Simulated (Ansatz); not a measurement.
# BN: the cost of one run

Method: DFT PBE+D3(BJ), scalar-relativistic, plane waves, PAW, in Ansatz 0.2.0.

3 further runs of the same task are left out: 3 set aside as unsound or not needed.

### Step 1. The structure to begin with

The structure is trigonal, space group R3m (No. 160). Conventional cell: a = 2.506 Å, b = 2.506 Å, c = 9.885 Å, α = 90.00°, β = 90.00°, γ = 120.00°. Around B (site symmetry 3m) lie 3 N at 1.45 Å. Around N (site symmetry 3m) lie 3 B at 1.45 Å.

Coordinates:

```
B N
1.0
     1.25306    0.72345    3.29488
    -1.25306    0.72345    3.29488
     0.00000   -1.44691    3.29488
B N
1 1
Direct
  0.99970 0.99970 0.99970
  0.33274 0.33274 0.33274
```

It goes back to an entry of the Materials Project, which need not be the stable form.

This cell was relaxed beforehand with the same method: volume 8.96 Å³/atom, gap on the mesh 4.24 eV.

The host's static dielectric tensor, from an earlier linear-response run, has a mean of 5.43.

### Step 2. Host supercell without the defect

input.yaml reads:

```yaml
crystal:
  lattice:
    - [-6.2652845342, -3.6172637124, 3.2948837584]
    - [-7.5183414411, 1.446905485, -3.2948837584]
    - [-2.5061138137, -7.2345274247, -3.2948837584]
  atoms:
    - { symbol: B, position: [0.9995967254, 0.0002520466, 0.0002520466] }
    - { symbol: B, position: [0.8329300588, 0.7919187133, 0.0419187133] }
    - { symbol: B, position: [0.8329300588, 0.0419187133, 0.7919187133] }
    - { symbol: B, position: [0.6662633921, 0.5835853799, 0.0835853799] }
    - { symbol: B, position: [0.1662633921, 0.2085853799, 0.9585853799] }
    - { symbol: B, position: [0.6662633921, 0.8335853799, 0.8335853799] }
    - { symbol: B, position: [0.1662633921, 0.4585853799, 0.7085853799] }
    - { symbol: B, position: [0.6662633921, 0.0835853799, 0.5835853799] }
    - { symbol: B, position: [0.1662633921, 0.7085853799, 0.4585853799] }
    - { symbol: B, position: [0.1662633921, 0.9585853799, 0.2085853799] }
    - { symbol: B, position: [0.4995967254, 0.3752520466, 0.1252520466] }
    - { symbol: B, position: [0.4995967254, 0.6252520466, 0.8752520466] }
    - { symbol: B, position: [0.9995967254, 0.2502520466, 0.7502520466] }
    - { symbol: B, position: [0.4995967254, 0.8752520466, 0.6252520466] }
    - { symbol: B, position: [0.9995967254, 0.5002520466, 0.5002520466] }
    - { symbol: B, position: [0.4995967254, 0.1252520466, 0.3752520466] }
    - { symbol: B, position: [0.9995967254, 0.7502520466, 0.2502520466] }
    - { symbol: B, position: [0.3329300588, 0.4169187133, 0.9169187133] }
    - { symbol: B, position: [0.3329300588, 0.6669187133, 0.6669187133] }
    - { symbol: B, position: [0.8329300588, 0.2919187133, 0.5419187133] }
    - { symbol: B, position: [0.3329300588, 0.9169187133, 0.4169187133] }
    - { symbol: B, position: [0.8329300588, 0.5419187133, 0.2919187133] }
    - { symbol: B, position: [0.6662633921, 0.3335853799, 0.3335853799] }
    - { symbol: B, position: [0.3329300588, 0.1669187133, 0.1669187133] }
    - { symbol: "N", position: [0.1103139412, 0.5560537867, 0.5560537867] }
    - { symbol: "N", position: [0.9436472746, 0.3477204534, 0.5977204534] }
    - { symbol: "N", position: [0.9436472746, 0.5977204534, 0.3477204534] }
    - { symbol: "N", position: [0.7769806079, 0.1393871201, 0.6393871201] }
    - { symbol: "N", position: [0.2769806079, 0.7643871201, 0.5143871201] }
    - { symbol: "N", position: [0.7769806079, 0.3893871201, 0.3893871201] }
    - { symbol: "N", position: [0.2769806079, 0.0143871201, 0.2643871201] }
    - { symbol: "N", position: [0.7769806079, 0.6393871201, 0.1393871201] }
    - { symbol: "N", position: [0.2769806079, 0.2643871201, 0.0143871201] }
    - { symbol: "N", position: [0.2769806079, 0.5143871201, 0.7643871201] }
    - { symbol: "N", position: [0.6103139412, 0.9310537867, 0.6810537867] }
    - { symbol: "N", position: [0.6103139412, 0.1810537867, 0.4310537867] }
    - { symbol: "N", position: [0.1103139412, 0.8060537867, 0.3060537867] }
    - { symbol: "N", position: [0.6103139412, 0.4310537867, 0.1810537867] }
    - { symbol: "N", position: [0.1103139412, 0.0560537867, 0.0560537867] }
    - { symbol: "N", position: [0.6103139412, 0.6810537867, 0.9310537867] }
    - { symbol: "N", position: [0.1103139412, 0.3060537867, 0.8060537867] }
    - { symbol: "N", position: [0.4436472746, 0.9727204534, 0.4727204534] }
    - { symbol: "N", position: [0.4436472746, 0.2227204534, 0.2227204534] }
    - { symbol: "N", position: [0.9436472746, 0.8477204534, 0.0977204534] }
    - { symbol: "N", position: [0.4436472746, 0.4727204534, 0.9727204534] }
    - { symbol: "N", position: [0.9436472746, 0.0977204534, 0.8477204534] }
    - { symbol: "N", position: [0.7769806079, 0.8893871201, 0.8893871201] }
    - { symbol: "N", position: [0.4436472746, 0.7227204534, 0.7227204534] }
basis:
  ecutwfc: 420
  xc_grid: 2
kpoints:
  mp_grid: { grid: [3, 3, 3], shift: [0.0, 0.0, 0.0] }
hamiltonian:
  xc: pbe
  dispersion: d3bj
scf:
  occupations: { method: gaussian, width: 0.01 }
output:
  forces: true
  stress: true
  eigenvalues: true
  write_density: true
  write_potential: true
  elf: true
  volumetric_format: npy
```

Command:

```sh
$ ansatz run input.yaml --threads 4 --pin off --max-ram 8192MiB --backend cpu --events-out ev --progress --plain --runs-dir out
```

**Question.** How long does this run take on 4 threads of Arm Neoverse V1, shared host, and how much memory does it need?

About 33 s, with a peak of 1.6 GiB.
